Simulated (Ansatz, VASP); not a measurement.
# One calculation of Ni, two programs

```
Ni
1.0
    -1.33056    1.33056    1.33056
     1.33056   -1.33056    1.33056
     1.33056    1.33056   -1.33056
Ni
1
Cartesian
  0.0000 0.0000 0.0000
```

Change from the starting cell: volume scaled by 0.9, PAW files.

Alike in both runs: task single point; functional PBEsol; k mesh 21 × 21 × 21; occupations fermi-dirac, width 0.08 eV; collinear spin.

|  | VASP | Ansatz |
| --- | --- | --- |
| version | VASP 6.6.1 | Ansatz 0.2.0 |
| potentials or method | VASP PAW PBE potentials, release 64 (Ni) | PAW with Ansatz's default frozen-core files, scalar-relativistic |
| plane-wave cutoff (eV) | 520 | 420 |
| valence electrons in the cell | 10 | 18 |

```csv
,VASP,Ansatz,Ansatz less VASP
pressure (GPa),28.2,28.7,+0.45
net moment per atom (μB),0.02,0.09,+0.068
size of the moment on the site where the two differ most (μB),0.02,0.09,+0.072
```

Site moments also hang on the region over which each program counts them. The two sets of potentials don't hold the same shells in valence. Ansatz warned: «seeded_moment_not_kept».

Caveats: so large a pressure means that the cell lies far from this level's equilibrium, or that cutoff or potentials fall short (VASP); the potentials were made for another functional, which shifts forces and pressure (VASP).
